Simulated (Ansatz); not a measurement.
**NbC (Fm-3m): the equilibrium volume**

At what volume is NbC (Fm-3m) free of pressure?

Method: DFT PBEsol, scalar-relativistic, plane waves, PAW, in Ansatz 0.2.0.

1 further run of the same task is left out (for a known fault of the program).

## (1) Starting point

It takes space group Fm-3m (No. 225, cubic). The conventional cell has a = 4.415 Å, b = 4.415 Å, c = 4.415 Å, α = 90.00°, β = 90.00°, γ = 90.00°. Nb (site symmetry m-3m) is surrounded by 6 C at 2.21 Å. C (site symmetry m-3m) is surrounded by 6 Nb at 2.21 Å.

Structure file:

```
CELL_PARAMETERS angstrom
0.00000 2.20731 2.20731
2.20731 0.00000 2.20731
2.20731 2.20731 0.00000
ATOMIC_POSITIONS crystal
Nb 0.00000 0.00000 0.00000
C 0.50000 0.50000 0.50000
```

## (2) The first run

The input, input.yaml:

```yaml
crystal:
  lattice:
    - [0.0, 2.2073090238, 2.2073090238]
    - [2.2073090238, 0.0, 2.2073090238]
    - [2.2073090238, 2.2073090238, 0.0]
  atoms:
    - { symbol: Nb, position: [0.0, 0.0, 0.0] }
    - { symbol: C, position: [0.5, 0.5, 0.5] }
basis:
  ecutwfc: 420
  ecutrho_ratio: 4
kpoints:
  mp_grid: { grid: [14, 14, 14] }
hamiltonian:
  xc: pbesol
scf:
  occupations: { method: gaussian, width: 0.05 }
output:
  forces: true
  stress: true
  eigenvalues: true
```

Command:

```
ansatz run input.yaml --threads 8 --pin off --max-ram 15360MiB --backend cpu --events-out ev --progress --plain --runs-dir out
```

Output:

```text
Warning: RAYON_NUM_THREADS=8 ignored (pool sized by the plan → 8); use --threads N
Engine: ansatz 0.2.0, x86_64-unknown-linux-gnu
Pseudopotentials: kind: paw
Pseudopotential: Nb, paw, valence charge 13, recommended cutoff 420 eV (normal), Nb.paw.azcp
Pseudopotential: C, paw, valence charge 4, recommended cutoff 420 eV (normal), C.paw.azcp
Functional definition: PBEsol
  exchange = pbesol_x
  correlation = pbesol_c
Crystal: 2 atoms, lattice volume = 21.509 Å³
Basis set: ecut = 420 eV, 411 PW (Γ), exchange–correlation on 48×48×48 points (8 copies of the dense FFT grid, shifted against one another)
Bands: 13, of which v1, the nominal top of the filled ones, is band 9 counted from 1 (8 counted from 0)
Symmetry: 48 space group operations
Space group: Fm-3m (ITA 225), of the structure as read, at distance tolerance 2.8e-5 Å
k-points: 104 of 2744
Non-local potential: Nb, projectors of the file, l = 0: 3, l = 1: 2, l = 2: 2, l = 3: 1
Non-local potential: C, projectors of the file, l = 0: 2, l = 1: 2, l = 2: 1
PAW form: soft (Blöchl's): semilocal exchange-correlation on the pseudo side does not see the compensation charge
PAW frozen core: Nb, regenerated for the run's functional, and the local potential with it (the file was generated under x = pbe(κ = 0.804, μ = 0.2195149727645171), c = pbe(β = 0.06672455060314922))
PAW frozen core: C, regenerated for the run's functional, and the local potential with it (the file was generated under x = pbe(κ = 0.804, μ = 0.2195149727645171), c = pbe(β = 0.06672455060314922))
PAW one-centre angular grid: Nb, 590 points (default); XC on 64 Gauss nodes
PAW one-centre angular grid: C, 110 points (default); XC on 64 Gauss nodes
Initial density: superposition of atomic densities (neutral atoms: chi_scale 0, normalization atom), corrected by the library's trained network
Initial wavefunctions: pseudopotential atomic-orbital guess
Functional: x = pbesol(κ = 0.804, μ = 0.12345679012345678), c = pbesol(β = 0.046)
SCF iter   1: F=—  HF=-4743.376153 eV  |F-HF|=—  |Δ(HF+E_count)|=         —  Δρ=6.28e-3  dr2=8.40e-3  ethr=1.77e-3  ⟨swp⟩=5.1  Hψ=7090  notcnv=0
preconditioner: auto → none  [metal: Δε(μ)=0.025 eV  Ē_g=9.698 eV  σ=0.050 eV  W_gap=0.27  n_scr=8 (ndim 8)  ℏωp=24.0 eV  f_vac=0.000  D(μ)=1.21/eV (n_scr^D=14)  sad-step TF]
SCF iter   2: F=—  HF=-4743.374698 eV  |F-HF|=—  |Δ(HF+E_count)|=   1.46e-3  Δρ=3.88e-3  dr2=3.47e-3  ethr=4.94e-5  ⟨swp⟩=1.2  Hψ=2205  notcnv=0
SCF iter   3: F=—  HF=-4743.373886 eV  |F-HF|=—  |Δ(HF+E_count)|=   8.12e-4  Δρ=4.38e-4  dr2=2.48e-5  ethr=2.04e-5  ⟨swp⟩=2.0  Hψ=1635  notcnv=0
SCF iter   4: F=—  HF=-4743.373875 eV  |F-HF|=—  |Δ(HF+E_count)|=   1.10e-5  Δρ=9.19e-5  dr2=1.19e-6  ethr=1.46e-7  ⟨swp⟩=2.0  Hψ=2210  notcnv=0
iter 5 did not close the SCF: its close was put off for the readings that it lacked (scf_convergence_deferred on its scf_iter line)
SCF iter   5: F=-4743.373875 eV  HF=-4743.373875 eV  |F-HF|=2.45e-8  |Δ(HF+E_count)|=   3.85e-8  Δρ=1.48e-5  dr2=3.52e-8  ethr=6.99e-9  ⟨swp⟩=2.4  Hψ=1887  notcnv=0
SCF iter   6: F=-4743.373875 eV  HF=-4743.373875 eV  |F-HF|=3.91e-11  |Δ(HF+E_count)|=   1.25e-8  Δρ=1.57e-6  dr2=1.66e-10  ethr=2.07e-10  ⟨swp⟩=3.0  Hψ=4886  notcnv=0
SCF 1 converged in 6 iterations: F = -4743.373875 eV  dr2 = 1.66e-10
SCF converged after 6 iterations
Free energy (F): -4743.373875 eV
Harris-Foulkes:  -4743.373875 eV  (|F-HF|=3.91e-11)
Internal energy: -4743.372292 eV  (E = F + TS)
E sigma→0 (E₀):  -4743.373084 eV
Entropy (-TS):   -0.001584 eV (-0.792 meV/atom)
Fermi energy:    19.544858 eV
--- Per-component energies (eV) ---
  E_band       = -21.361219
  E_kinetic    = 487.211113
  E_local      = -678.415321  (includes V_loc(G=0)·N_el)
  E_nonlocal   = 145.824344
  E_hartree    = 206.610054
  E_xc         = -224.641436
  E_vxc        = -275.089617  (∫ρ·V_xc dr)
  E_paw        = -3112.003991  (= ΣΔE_a)
  E_vpaw       = -114.111647  (= ΣTr[D̂ρ^β])
  E_aug_tail   = 0.000020  (compensation charges beyond the density's cutoff)
  E_ewald      = -1568.166883
  E_core_change = 0.209809  (= ΣΔE_core)
  E_smearing   = -0.001584  (= −TS)
  E_closure    = 0.000000  (closes the sum)
  Σ components = -4743.373875   (vs F -4743.373875, Δ=0.00e0)
--- Forces (eV/Å), atoms counted from 1 ---
  atom   1  Nb    -0.00000000    -0.00000000    -0.00000000
  atom   2  C      0.00000000    -0.00000000     0.00000000
  max |Σ_I F_I| component: 1.81e-30 eV/Å
--- Stress (GPa, compression-positive) ---
        8.028447      -0.000000       0.000000
       -0.000000       8.028447      -0.000000
        0.000000      -0.000000       8.028447
  P = ⅓ Tr σ = 8.0284 GPa (80.284 kbar)
--- Band table (eV; the first three rows and the last of 104) ---
  k-point 0: bands = ["-36.0762", "-11.7981", "-11.7981", "-11.7981", "5.8544", "18.0668", "18.0668", "18.0668", "19.2212", "19.2212", "19.2212", "19.8473", "19.8473"]
  k-point 1: bands = ["-36.0699", "-11.8501", "-11.8028", "-11.8028", "5.9926", "17.4769", "17.8151", "17.8151", "18.5840", "18.5840", "19.5577", "21.0065", "21.0065"]
  k-point 2: bands = ["-36.0522", "-11.9935", "-11.8159", "-11.8159", "6.3898", "16.4012", "16.8365", "16.8365", "18.7933", "18.7933", "19.9979", "22.5673", "22.5673"]
  k-point 103: bands = ["-35.9042", "-12.4538", "-12.3377", "-12.1491", "8.0002", "14.8000", "14.9116", "15.0696", "20.4968", "21.6140", "22.9329", "24.6864", "25.4979"]
```

It took 0.58 s on 8 threads of Intel Xeon Platinum 8259CL at 2.50GHz (Skylake/Cascade Lake), shared host; peak memory 0.39 GiB.

In short: volume 10.754 Å³/atom, pressure 8.03 GPa, a metal on this mesh.

## (3) Volume 11.330 Å³/atom

Changes to input.yaml since step 2:

```diff
@@ -2,5 +2,5 @@
   lattice:
-    - [0.0, 2.2073090238, 2.2073090238]
-    - [2.2073090238, 0.0, 2.2073090238]
-    - [2.2073090238, 2.2073090238, 0.0]
+    - [0.0, 2.2460071956, 2.2460071956]
+    - [2.2460071956, 0.0, 2.2460071956]
+    - [2.2460071956, 2.2460071956, 0.0]
   atoms:
```

Command:

```
ansatz run input.yaml --threads 8 --pin off --max-ram 15360MiB --backend cpu --events-out ev --progress --plain --runs-dir out
```

Output:

```text
Warning: RAYON_NUM_THREADS=8 ignored (pool sized by the plan → 8); use --threads N
[... 7 set-up lines as earlier in the session ...]
Crystal: 2 atoms, lattice volume = 22.660 Å³
Basis set: ecut = 420 eV, 459 PW (Γ), exchange–correlation on 48×48×48 points (8 copies of the dense FFT grid, shifted against one another)
Bands: 13, of which v1, the nominal top of the filled ones, is band 9 counted from 1 (8 counted from 0)
[... 2 set-up lines as earlier in the session ...]
k-points: 104 of 2744
[... 10 set-up lines as earlier in the session ...]
SCF iter   1: F=—  HF=-4743.371167 eV  |F-HF|=—  |Δ(HF+E_count)|=         —  Δρ=5.50e-3  dr2=6.63e-3  ethr=1.77e-3  ⟨swp⟩=5.2  Hψ=7104  notcnv=0
preconditioner: auto → none  [metal: Δε(μ)=0.015 eV  Ē_g=9.255 eV  σ=0.050 eV  W_gap=0.17  n_scr=8 (ndim 8)  ℏωp=23.4 eV  f_vac=0.000  D(μ)=1.25/eV (n_scr^D=14)  sad-step TF]
SCF iter   2: F=—  HF=-4743.369975 eV  |F-HF|=—  |Δ(HF+E_count)|=   1.19e-3  Δρ=3.34e-3  dr2=2.64e-3  ethr=3.90e-5  ⟨swp⟩=1.3  Hψ=2245  notcnv=0
SCF iter   3: F=—  HF=-4743.369370 eV  |F-HF|=—  |Δ(HF+E_count)|=   6.04e-4  Δρ=4.01e-4  dr2=2.23e-5  ethr=1.55e-5  ⟨swp⟩=2.0  Hψ=1648  notcnv=0
SCF iter   4: F=—  HF=-4743.369361 eV  |F-HF|=—  |Δ(HF+E_count)|=   9.15e-6  Δρ=8.88e-5  dr2=1.17e-6  ethr=1.31e-7  ⟨swp⟩=2.0  Hψ=2209  notcnv=0
iter 5 did not close the SCF: its close was put off for the readings that it lacked (scf_convergence_deferred on its scf_iter line)
SCF iter   5: F=-4743.369361 eV  HF=-4743.369361 eV  |F-HF|=3.25e-8  |Δ(HF+E_count)|=   8.07e-8  Δρ=1.66e-5  dr2=4.58e-8  ethr=6.88e-9  ⟨swp⟩=2.5  Hψ=1966  notcnv=0
SCF iter   6: F=-4743.369361 eV  HF=-4743.369361 eV  |F-HF|=2.61e-10  |Δ(HF+E_count)|=   1.70e-8  Δρ=2.27e-6  dr2=4.81e-10  ethr=2.70e-10  ⟨swp⟩=3.1  Hψ=5042  notcnv=0
SCF 1 converged in 6 iterations: F = -4743.369361 eV  dr2 = 4.81e-10
SCF converged after 6 iterations
Free energy (F): -4743.369361 eV
Harris-Foulkes:  -4743.369361 eV  (|F-HF|=2.61e-10)
Internal energy: -4743.367751 eV  (E = F + TS)
E sigma→0 (E₀):  -4743.368556 eV
Entropy (-TS):   -0.001610 eV (-0.805 meV/atom)
Fermi energy:    18.439976 eV
--- Per-component energies (eV) ---
  E_band       = -39.172791
  E_kinetic    = 482.766543
  E_local      = -710.987822  (includes V_loc(G=0)·N_el)
  E_nonlocal   = 145.468572
  E_hartree    = 215.235016
  E_xc         = -223.207935
  E_vxc        = -273.204609  (∫ρ·V_xc dr)
  E_paw        = -3111.704213  (= ΣΔE_a)
  E_vpaw       = -113.685174  (= ΣTr[D̂ρ^β])
  E_aug_tail   = 0.000018  (compensation charges beyond the density's cutoff)
  E_ewald      = -1541.147740
  E_core_change = 0.209809  (= ΣΔE_core)
  E_smearing   = -0.001610  (= −TS)
  E_closure    = 0.000000  (closes the sum)
  Σ components = -4743.369361   (vs F -4743.369361, Δ=0.00e0)
--- Forces (eV/Å), atoms counted from 1 ---
  atom   1  Nb    -0.00000000     0.00000000     0.00000000
  atom   2  C      0.00000000     0.00000000     0.00000000
  max |Σ_I F_I| component: 2.76e-30 eV/Å
--- Stress (GPa, compression-positive) ---
       -8.535688      -0.000000      -0.000000
       -0.000000      -8.535688      -0.000000
        0.000000      -0.000000      -8.535688
  P = ⅓ Tr σ = -8.5357 GPa (-85.357 kbar)
--- Band table (eV; the first three rows and the last of 104) ---
  k-point 0: bands = ["-37.2682", "-13.0299", "-13.0299", "-13.0299", "5.0241", "17.0585", "17.0585", "17.0585", "18.1622", "18.1622", "18.1622", "18.7009", "18.7009"]
  k-point 1: bands = ["-37.2632", "-13.0726", "-13.0339", "-13.0339", "5.1517", "16.4940", "16.8145", "16.8145", "17.5412", "17.5412", "18.4735", "19.8184", "19.8184"]
  k-point 2: bands = ["-37.2492", "-13.1905", "-13.0450", "-13.0450", "5.5196", "15.4516", "15.8804", "15.8804", "17.7370", "17.7370", "18.8790", "21.2941", "21.2941"]
  k-point 103: bands = ["-37.1326", "-13.5742", "-13.4779", "-13.3210", "7.1381", "13.9041", "13.9688", "14.0685", "19.3322", "20.3717", "21.5475", "23.1779", "23.8793"]
```

Wall time 0.6 s (8 threads of Intel Xeon Platinum 8259CL at 2.50GHz (Skylake/Cascade Lake), shared host); peak memory 0.39 GiB.

In short: volume 11.330 Å³/atom, pressure -8.54 GPa, a metal on this mesh.

## (4) Volume 11.013 Å³/atom

Changes to input.yaml since step 3:

```diff
@@ -2,5 +2,5 @@
   lattice:
-    - [0.0, 2.2460071956, 2.2460071956]
-    - [2.2460071956, 0.0, 2.2460071956]
-    - [2.2460071956, 2.2460071956, 0.0]
+    - [0.0, 2.2248535868, 2.2248535868]
+    - [2.2248535868, 0.0, 2.2248535868]
+    - [2.2248535868, 2.2248535868, 0.0]
   atoms:
```

Command:

```
ansatz run input.yaml --threads 8 --pin off --max-ram 15360MiB --backend cpu --events-out ev --progress --plain --runs-dir out
```

Output:

```text
Warning: RAYON_NUM_THREADS=8 ignored (pool sized by the plan → 8); use --threads N
[... 7 set-up lines as earlier in the session ...]
Crystal: 2 atoms, lattice volume = 22.026 Å³
Basis set: ecut = 420 eV, 411 PW (Γ), exchange–correlation on 48×48×48 points (8 copies of the dense FFT grid, shifted against one another)
Bands: 13, of which v1, the nominal top of the filled ones, is band 9 counted from 1 (8 counted from 0)
[... 2 set-up lines as earlier in the session ...]
k-points: 104 of 2744
[... 10 set-up lines as earlier in the session ...]
SCF iter   1: F=—  HF=-4743.388682 eV  |F-HF|=—  |Δ(HF+E_count)|=         —  Δρ=5.89e-3  dr2=7.48e-3  ethr=1.77e-3  ⟨swp⟩=5.2  Hψ=7068  notcnv=0
preconditioner: auto → none  [metal: Δε(μ)=0.020 eV  Ē_g=9.495 eV  σ=0.050 eV  W_gap=0.22  n_scr=8 (ndim 8)  ℏωp=23.7 eV  f_vac=0.000  D(μ)=1.23/eV (n_scr^D=14)  sad-step TF]
SCF iter   2: F=—  HF=-4743.387358 eV  |F-HF|=—  |Δ(HF+E_count)|=   1.32e-3  Δρ=3.61e-3  dr2=3.04e-3  ethr=4.40e-5  ⟨swp⟩=1.3  Hψ=2228  notcnv=0
SCF iter   3: F=—  HF=-4743.386657 eV  |F-HF|=—  |Δ(HF+E_count)|=   7.01e-4  Δρ=4.28e-4  dr2=2.42e-5  ethr=1.79e-5  ⟨swp⟩=2.0  Hψ=1639  notcnv=0
SCF iter   4: F=—  HF=-4743.386648 eV  |F-HF|=—  |Δ(HF+E_count)|=   9.10e-6  Δρ=9.34e-5  dr2=1.24e-6  ethr=1.42e-7  ⟨swp⟩=2.0  Hψ=2211  notcnv=0
iter 5 did not close the SCF: its close was put off for the readings that it lacked (scf_convergence_deferred on its scf_iter line)
SCF iter   5: F=-4743.386648 eV  HF=-4743.386648 eV  |F-HF|=3.09e-8  |Δ(HF+E_count)|=   5.99e-8  Δρ=1.64e-5  dr2=4.39e-8  ethr=7.31e-9  ⟨swp⟩=2.5  Hψ=1970  notcnv=0
SCF iter   6: F=-4743.386648 eV  HF=-4743.386648 eV  |F-HF|=1.32e-10  |Δ(HF+E_count)|=   1.61e-8  Δρ=1.94e-6  dr2=3.04e-10  ethr=2.58e-10  ⟨swp⟩=3.1  Hψ=5061  notcnv=0
SCF 1 converged in 6 iterations: F = -4743.386648 eV  dr2 = 3.04e-10
SCF converged after 6 iterations
Free energy (F): -4743.386648 eV
Harris-Foulkes:  -4743.386648 eV  (|F-HF|=1.32e-10)
Internal energy: -4743.385047 eV  (E = F + TS)
E sigma→0 (E₀):  -4743.385848 eV
Entropy (-TS):   -0.001600 eV (-0.800 meV/atom)
Fermi energy:    19.036340 eV
--- Per-component energies (eV) ---
  E_band       = -29.566203
  E_kinetic    = 485.143447
  E_local      = -693.262176  (includes V_loc(G=0)·N_el)
  E_nonlocal   = 145.651077
  E_hartree    = 210.516624
  E_xc         = -223.980691
  E_vxc        = -274.220929  (∫ρ·V_xc dr)
  E_paw        = -3111.862384  (= ΣΔE_a)
  E_vpaw       = -113.910587  (= ΣTr[D̂ρ^β])
  E_aug_tail   = 0.000011  (compensation charges beyond the density's cutoff)
  E_ewald      = -1555.800765
  E_core_change = 0.209809  (= ΣΔE_core)
  E_smearing   = -0.001600  (= −TS)
  E_closure    = 0.000000  (closes the sum)
  Σ components = -4743.386648   (vs F -4743.386648, Δ=0.00e0)
--- Forces (eV/Å), atoms counted from 1 ---
  atom   1  Nb    -0.00000000     0.00000000     0.00000000
  atom   2  C      0.00000000    -0.00000000     0.00000000
  max |Σ_I F_I| component: 3.09e-30 eV/Å
--- Stress (GPa, compression-positive) ---
        0.031703      -0.000000      -0.000000
       -0.000000       0.031703      -0.000000
        0.000000      -0.000000       0.031703
  P = ⅓ Tr σ = 0.0317 GPa (0.317 kbar)
--- Band table (eV; the first three rows and the last of 104) ---
  k-point 0: bands = ["-36.6241", "-12.3654", "-12.3654", "-12.3654", "5.4694", "17.6030", "17.6030", "17.6030", "18.7341", "18.7341", "18.7341", "19.3194", "19.3194"]
  k-point 1: bands = ["-36.6184", "-12.4129", "-12.3698", "-12.3698", "5.6026", "17.0244", "17.3546", "17.3546", "18.1042", "18.1042", "19.0585", "20.4594", "20.4594"]
  k-point 2: bands = ["-36.6025", "-12.5442", "-12.3819", "-12.3819", "5.9861", "15.9638", "16.3963", "16.3963", "18.3073", "18.3073", "19.4831", "21.9808", "21.9808"]
  k-point 103: bands = ["-36.4697", "-12.9680", "-12.8613", "-12.6878", "7.6024", "14.3871", "14.4760", "14.6062", "19.9602", "21.0419", "22.2941", "23.9910", "24.7503"]
```

Wall time 0.58 s (8 threads of Intel Xeon Platinum 8259CL at 2.50GHz (Skylake/Cascade Lake), shared host); peak memory 0.38 GiB.

In short: volume 11.013 Å³/atom, pressure 0.03 GPa, no gap.

## (5) Pressure against volume so far

| step | level | mesh | relaxed | volume (Å³/atom) | pressure (GPa) |
| --- | --- | --- | --- | --- | --- |
| 2 | PBEsol | 14×14×14 | nothing | 10.754 | 8.03 |
| 3 | PBEsol | 14×14×14 | nothing | 11.330 | -8.54 |
| 4 | PBEsol | 14×14×14 | nothing | 11.013 | 0.03 |

How the cell compares, before and after:

| cell as typed | before | after | change |
| --- | --- | --- | --- |
| a (Å) | 3.122 | 3.146 | +0.8 % |
| b (Å) | 3.122 | 3.146 | +0.8 % |
| c (Å) | 3.122 | 3.146 | +0.8 % |
| volume (Å³/atom) | 10.754 | 11.013 | +2.4 % |
| shortest distance (Å) | 2.207 | 2.225 | +0.8 % |
| space group | Fm-3m | Fm-3m | same |

## (6) Results

| quantity | value |
| --- | --- |
| volume | 11.013 Å³/atom |
| pressure | 0.03 GPa |
| conventional cell | a = 4.450 Å, b = 4.450 Å, c = 4.450 Å, α = 90.00°, β = 90.00°, γ = 90.00° |
| gap on the mesh | none (metal) |

**Reading.** Over the 3 runs shown the cell moved from 10.75 to 11.01 Å³/atom, a change of +2.4 %, where the pressure is zero within 0.03 GPa.
